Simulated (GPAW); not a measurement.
# W (Im-3m) in GPAW: notebook, part 2 of 2

GPAW 26.7.0.

**4. Optical spectrum, PBE**

This run uses another cell than the first one, of 16.80 Å³/atom, 1.039 times its volume.

run.py reads:

```python
from ase.dft.bandgap import bandgap
from ase.io import read, write
from gpaw import GPAW, PW
from gpaw.response.df import DielectricFunction

atoms = read('W.xyz')

calc = GPAW(mode=PW(450),
            xc='PBE',
            kpts={'size': (9, 9, 9), 'gamma': True},
            occupations={'name': 'fermi-dirac', 'width': 0.05},
            nbands=16,
            convergence={'density': 1e-06},
            maxiter=150,
            txt='gpaw.txt')
atoms.calc = calc
energy = atoms.get_potential_energy()
calc.write('gs.gpw')
write('result.traj', atoms)
print(f'Energy: {energy:.6f} eV')
print('Fermi level:', round(calc.get_fermi_level(), 4), 'eV')
print(f'Gap: {bandgap(calc)[0]:.4f} eV, direct: {bandgap(calc, direct=True)[0]:.4f} eV')

dense = calc.fixed_density(kpts={'size': (30, 30, 30), 'gamma': True},
                           nbands=23, convergence={'bands': 17, 'eigenstates': 1e-7},
                           update_fermi_level=True, txt='dense.txt')
dense.write('dense.gpw', mode='all')

df = DielectricFunction('dense.gpw', frequencies={'type': 'nonlinear', 'domega0': 0.05, 'omega2': 10},
                        eta=0.1, ecut=50, nbands=17, rate='eta', txt='df.txt')
for direction in ['x']:
    df.get_dielectric_function(xc='RPA', direction=direction, filename=f'df_{direction}.csv')
```

W.xyz reads:

```xyz
1
Lattice="-1.6133792515 1.6133792515 1.6133792515 1.6133792515 -1.6133792515 1.6133792515 1.6133792515 1.6133792515 -1.6133792515" Properties=species:S:1:pos:R:3 pbc="T T T"
W      0.0000000000      0.0000000000      0.0000000000
```

Potentials or basis: GPAW PAW data sets (gpaw-data 1.2.1), pw.

Launch:

```console
OMP_NUM_THREADS=1 python run.py
```

gpaw.txt:

```text
__  _  _
 | _ |_)|_||  |
 |__||  | ||/\| - 26.7.0

Input parameters:
  mode=PW(ecut=450.00000000000006),
  convergence={'density': 1e-06},
  kpts=MonkhorstPack(size=(9, 9, 9), gamma=True),
  maxiter=150,
  nbands=16,
  occupations=Occupations(name='fermi-dirac', width=0.05),
  xc=XC(name='PBE')

Diagonalizing LCAO Hamiltonian
Converting LCAO to pw mode

       W

Atoms  # Å, Bohr magnetons
|   | symbol |        x |        y |        z |    initial magnetic moments |
|---|--------|----------|----------|----------|-----------------------------|
| 0 |      W | 0.000000 | 0.000000 | 0.000000 | ( 0.0000,  0.0000,  0.0000) |

Unit cell  # Å
| periodic |         x |         y |         z |  lengths |     angles |
|----------|-----------|-----------|-----------|----------|------------|
|      yes | -1.613379 |  1.613379 |  1.613379 | 2.794455 | 109.471221 |
|      yes |  1.613379 | -1.613379 |  1.613379 | 2.794455 | 109.471221 |
|      yes |  1.613379 |  1.613379 | -1.613379 | 2.794455 | 109.471221 |

Number of symmetries: 48
Symmetry operations  # r_c * U_cc + t_c -> r_c
|    | kind |            matrix            |
|----|------|------------------------------|
|  0 |  σ   |  1, 1, 1,  0, 0,-1,  0,-1, 0 |
|  1 |  C4  |  1, 1, 1,  0, 0,-1, -1, 0, 0 |
|  2 |  C2  |  1, 1, 1,  0,-1, 0,  0, 0,-1 |
|  3 |  S6  |  1, 1, 1,  0,-1, 0, -1, 0, 0 |
|  4 |  S6  |  1, 1, 1, -1, 0, 0,  0, 0,-1 |
|  5 |  C4  |  1, 1, 1, -1, 0, 0,  0,-1, 0 |
|  6 |  E   |  1, 0, 0,  0, 1, 0,  0, 0, 1 |
|  7 |  σ   |  1, 0, 0,  0, 1, 0, -1,-1,-1 |
|  8 |  σ   |  1, 0, 0,  0, 0, 1,  0, 1, 0 |
|  9 |  C3  |  1, 0, 0,  0, 0, 1, -1,-1,-1 |
| 10 |  C3  |  1, 0, 0, -1,-1,-1,  0, 1, 0 |
| 11 |  σ   |  1, 0, 0, -1,-1,-1,  0, 0, 1 |
| 12 |  σ   |  0, 1, 0,  1, 0, 0,  0, 0, 1 |
| 13 |  C2  |  0, 1, 0,  1, 0, 0, -1,-1,-1 |
| 14 |  C3  |  0, 1, 0,  0, 0, 1,  1, 0, 0 |
| 15 |  S4  |  0, 1, 0,  0, 0, 1, -1,-1,-1 |
| 16 |  S4  |  0, 1, 0, -1,-1,-1,  1, 0, 0 |
| 17 |  C3  |  0, 1, 0, -1,-1,-1,  0, 0, 1 |
| 18 |  C3  |  0, 0, 1,  1, 0, 0,  0, 1, 0 |
| 19 |  S4  |  0, 0, 1,  1, 0, 0, -1,-1,-1 |
| 20 |  σ   |  0, 0, 1,  0, 1, 0,  1, 0, 0 |
| 21 |  C3  |  0, 0, 1,  0, 1, 0, -1,-1,-1 |
| 22 |  C2  |  0, 0, 1, -1,-1,-1,  1, 0, 0 |
| 23 |  S4  |  0, 0, 1, -1,-1,-1,  0, 1, 0 |
| 24 |  C4  |  0, 0,-1,  1, 1, 1,  0,-1, 0 |
| 25 |  σ   |  0, 0,-1,  1, 1, 1, -1, 0, 0 |
| 26 |  S6  |  0, 0,-1,  0,-1, 0,  1, 1, 1 |
| 27 |  C2  |  0, 0,-1,  0,-1, 0, -1, 0, 0 |
| 28 |  C4  |  0, 0,-1, -1, 0, 0,  1, 1, 1 |
| 29 |  S6  |  0, 0,-1, -1, 0, 0,  0,-1, 0 |
| 30 |  S6  |  0,-1, 0,  1, 1, 1,  0, 0,-1 |
| 31 |  C4  |  0,-1, 0,  1, 1, 1, -1, 0, 0 |
| 32 |  C4  |  0,-1, 0,  0, 0,-1,  1, 1, 1 |
| 33 |  S6  |  0,-1, 0,  0, 0,-1, -1, 0, 0 |
| 34 |  σ   |  0,-1, 0, -1, 0, 0,  1, 1, 1 |
| 35 |  C2  |  0,-1, 0, -1, 0, 0,  0, 0,-1 |
| 36 |  C2  | -1, 0, 0,  1, 1, 1,  0, 0,-1 |
| 37 |  S6  | -1, 0, 0,  1, 1, 1,  0,-1, 0 |
| 38 |  S6  | -1, 0, 0,  0, 0,-1,  1, 1, 1 |
| 39 |  C2  | -1, 0, 0,  0, 0,-1,  0,-1, 0 |
| 40 |  C2  | -1, 0, 0,  0,-1, 0,  1, 1, 1 |
| 41 |  i   | -1, 0, 0,  0,-1, 0,  0, 0,-1 |
| 42 |  S4  | -1,-1,-1,  1, 0, 0,  0, 1, 0 |
| 43 |  C3  | -1,-1,-1,  1, 0, 0,  0, 0, 1 |
| 44 |  C3  | -1,-1,-1,  0, 1, 0,  1, 0, 0 |
| 45 |  σ   | -1,-1,-1,  0, 1, 0,  0, 0, 1 |
| 46 |  S4  | -1,-1,-1,  0, 0, 1,  1, 0, 0 |
| 47 |  C2  | -1,-1,-1,  0, 0, 1,  0, 1, 0 |

BZ-sampling:
  Number of BZ points: 729
  Number of IBZ points: 35

  Monkhorst-Pack size: [9, 9, 9]
  Monkhorst-Pack shift: [0, 0, 0]

K-points  # in reciprocal-cell coordinates
|     |                                coordinates |     weight |
|-----|--------------------------------------------|------------|
|   0 | (  0.00000000,   0.00000000,   0.00000000) | 0.00137174 |
|   1 | (  0.11111111,   0.00000000,   0.00000000) | 0.01646091 |
|   2 | (  0.11111111,   0.11111111,  -0.11111111) | 0.00823045 |
|   3 | (  0.22222222,   0.00000000,  -0.11111111) | 0.03292181 |
|   4 | (  0.22222222,   0.00000000,   0.00000000) | 0.01646091 |
|   5 | (  0.22222222,   0.11111111,  -0.11111111) | 0.03292181 |
|   6 | (  0.22222222,   0.22222222,  -0.22222222) | 0.00823045 |
|   7 | (  0.33333333,  -0.11111111,  -0.11111111) | 0.01097394 |
|   8 | (  0.33333333,   0.00000000,  -0.11111111) | 0.06584362 |
|   9 | (  0.33333333,   0.00000000,   0.00000000) | 0.01646091 |
| ... |                                            |            |
|  34 | (  0.44444444,   0.44444444,   0.44444444) | 0.01097394 |

Plane wave coefficients: 376
Cutoff: 450.00000000000006 eV

Spin-components: 1 (collinear spins)
Bands:           16
Projectors:      6
Spin-degeneracy: 2
Datatype:        complex128

Parallelization:
  kpt:    1
  domain: 1
  band:   1

Density:
  Valence electrons: 14.0
  Components: 1
  Grid points: [14 14 14]
  Charge: 0.0  # |e|

Potential:
  Grid points: [14 14 14]

species:
  W:
    name:    Tungsten
    Z:       74.0
    valence: 14
    core:    60
    charge:  0.0  # [|e|]
    compensation charges:
      type: gauss
      rc: 0.40  # [Å]
      lmax: 2
    cutoffs:
      filter: 2.36  # [Å]
      core: 3.02  # [Å]
    projectors
    | kind |    occ | energy [eV] | rcut [Å] |
    |------|--------|-------------|----------|
    |   5s |  2.000 |     -78.830 |    1.344 |
    |   6s |  2.000 |      -5.697 |    1.344 |
    |   5p |  6.000 |     -43.233 |    1.355 |
    |   6p |  0.000 |      -1.367 |    1.355 |
    |   5d |  4.000 |      -4.494 |    1.228 |
    |    d |        |      22.717 |    1.228 |

    Using partial waves for W as LCAO basis

Reference energy: -438771.671655  # eV

eigensolver:
  PPCG
  Converge bands: occupied
  niter=2

density mixing:
  MSR1-Mixer
  Pratt-step length: 0.05
  Maximum mixing coefficient: 0.75
  Old densities: 10
  SVD Regularization: 0.005
  Good broyden scale: 1.0
  Trust region scale: 1.0
  Backstep threshold: 4.0
  History deletion threshold: 6.0
  Fourier metric: weight=20.0, sigma=0.015

occupation numbers:
  Fermi-Dirac:
    width: 0.0500  # eV

poisson solver:
  ecut: 3600.0000000000005  # eV

xc functional:
  name: PBE with 2 nearest neighbor stencil

convergence criteria:
- Maximum integral of absolute [dens]ity change: 1e-06 electrons / valence electron
- Maximum [total energy] change in last 3 cyles: 0.0005 eV / valence electron
- Maximum integral of absolute [eigenst]ate change: 4e-08 eV^2 / valence electron
maximum number of iterations: 150

SCF iterations
|iter     | |      energy | eigst |  dens |
|---------|-|-------------|-------|-------|
|iter:   1| |  -11.809934 | -0.24 |       |
|iter:   2| |  -11.767679 | -3.30 | -1.20 |
|iter:   3| |  -11.558390 | -2.16 | -1.23 |
|iter:   4| |  -11.561386 | -3.79 | -1.93 |
|iter:   5| |  -11.562438c| -4.75 | -2.30 |
|iter:   6| |  -11.562437c| -6.68 | -3.74 |
|iter:   7| |  -11.562438c| -8.17c| -4.22 |
|iter:   8| |  -11.562438c| -8.56c| -5.15 |
|iter:   9| |  -11.562438c| -9.97c| -5.86 |
|iter:  10| |  -11.562438c|-11.05c| -7.05c|

Converged in 10 steps
Energy contributions relative to reference atoms: (reference = -438771.671655)

Energy contributions:
  Kinetic:          -0.503652
  Coulomb:          -2.325891
  Zero:             -0.006085
  External:          0.000000
  Xc:               -8.722586
  Entropy:          -0.008449
  Spinorbit:         0.000000
  ----------------------------
  Free energy:     -11.566662
  Extrapolated:    -11.562438

dipole moment: (-6.021316, -6.021316, -6.021316)  # |e|*Ang

Fermi level: 13.682
Eigenvalues  # (at kpt = [0.000, 0.000, 0.000])
| band index |      eig [eV] | occ [0-2] |
|------------|---------------|-----------|
|          0 |       -60.433 |     2.000 |
|          1 |       -24.339 |     2.000 |
|          2 |       -24.339 |     2.000 |
|          3 |       -24.339 |     2.000 |
|          4 |         4.363 |     2.000 |
|          5 |        12.489 |     2.000 |
[... 8 lines left out ...]
|         14 |        39.490 |     0.000 |
|         15 |        42.137 |     0.000 |

No gap
No difference between direct/indirect transitions
# Writing to gs.gpw (mode='')
```

Wall time 77 s (1 thread of Intel Xeon Platinum 8488C (Sapphire Rapids), shared host); peak memory 0.42 GiB.

Results:

* Free energy: -11.5667 eV
* Band gap on the k mesh: none (metal or under the smearing width)

Dielectric function (mean over the directions given):
| energy (eV) | real part | imaginary part |
| --- | --- | --- |
| 0.41 | -111.28 | 98.41 |
| 1.04 | -4.59 | 24.76 |
| 1.66 | 8.92 | 22.82 |
| 2.30 | 5.74 | 19.97 |
| 2.91 | 7.22 | 17.39 |
| 3.56 | 3.51 | 16.41 |
| 4.16 | 4.16 | 17.08 |
| 4.79 | 0.88 | 24.94 |
| 5.53 | -10.34 | 12.85 |
| 6.15 | -8.43 | 7.34 |
| 6.79 | -5.54 | 5.05 |
| 7.38 | -3.56 | 3.46 |
| 8.07 | -1.98 | 3.59 |
| 8.71 | -1.03 | 3.74 |
| 9.27 | -0.54 | 4.31 |
| 10.06 | -1.43 | 4.86 |
| 10.67 | -2.03 | 3.82 |
| 11.31 | -2.03 | 3.12 |
| 11.96 | -1.98 | 2.78 |
| 12.53 | -1.90 | 2.14 |
| 13.24 | -1.46 | 1.63 |
| 13.85 | -1.13 | 1.45 |
| 14.61 | -0.76 | 1.32 |
| 15.26 | -0.47 | 1.52 |
| 15.94 | -0.46 | 1.84 |
| 16.64 | -0.91 | 1.66 |
| 17.36 | -0.94 | 1.49 |
| 18.12 | -0.98 | 1.39 |
| 18.90 | -1.02 | 0.66 |
| 19.87 | -0.58 | 0.40 |

Caveat: the intraband term hangs on this k mesh; the long-wavelength limit can be off by several per cent where d states take part; independent-particle spectra lack excitons. The run has no spin-orbit coupling, so splittings on W are missing.

**5. Summary**

```csv
cell,gap on the mesh (eV)
"Im-3m, 16.16 Å³/atom",none
"Im-3m, 16.48 Å³/atom",none
"Im-3m, 16.8 Å³/atom",none
```

Alike in all rows: task optical spectrum; level PBE; potentials or basis GPAW PAW data sets (gpaw-data 1.2.1), pw; no spin polarisation; k mesh 9 × 9 × 9; cutoff (eV) 450; smearing fermi-dirac 0.05 eV.

Every run on the cell as given and a fine mesh finds a metal.

Caveats: the intraband term hangs on this k mesh; the long-wavelength limit can be off by several per cent where d states take part; independent-particle spectra lack excitons.

Absolute energies hang on the potentials; compare differences alone.
